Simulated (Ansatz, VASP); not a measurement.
# One calculation of BaS, two programs

```
Ba S
1.0
     0.00000    3.51753    3.51753
     3.51753    0.00000    3.51753
     3.51753    3.51753    0.00000
Ba S
1 1
Direct
  0.00000 0.00000 0.00000
  0.25000 0.25000 0.25000
```

Alike in both runs: task relaxation of cell and atoms; functional PBE; k mesh 6 × 6 × 6; occupations gaussian, width 0.02 eV; no spin polarisation.

|  | VASP | Ansatz |
| --- | --- | --- |
| version | VASP 6.6.1 | Ansatz 0.2.0 |
| potentials or method | VASP PAW PBE potentials, release 64 (Ba_sv, S) | scalar-relativistic, plane waves, PAW |
| plane-wave cutoff (eV) | 600 | 420 |
| valence electrons in the cell | 16 | 16 |

|  | VASP | Ansatz | Ansatz less VASP |
| --- | --- | --- | --- |
| gap on the k mesh at the Fermi level, each at its own relaxed structure (eV) | 2.74 | 2.75 | +0.007 |
| relaxed volume (Å³/atom) | 44.20 | 43.52 | -0.678 |
| relaxed cell length with the largest relative difference (Å) | 5.000 | 4.975 | -0.0257 |

Caveats: spin-orbit coupling is left out, which moves the levels of the heavy elements. As with any semilocal functional, this PBE gap is likely too small. A k mesh can miss the band edges.
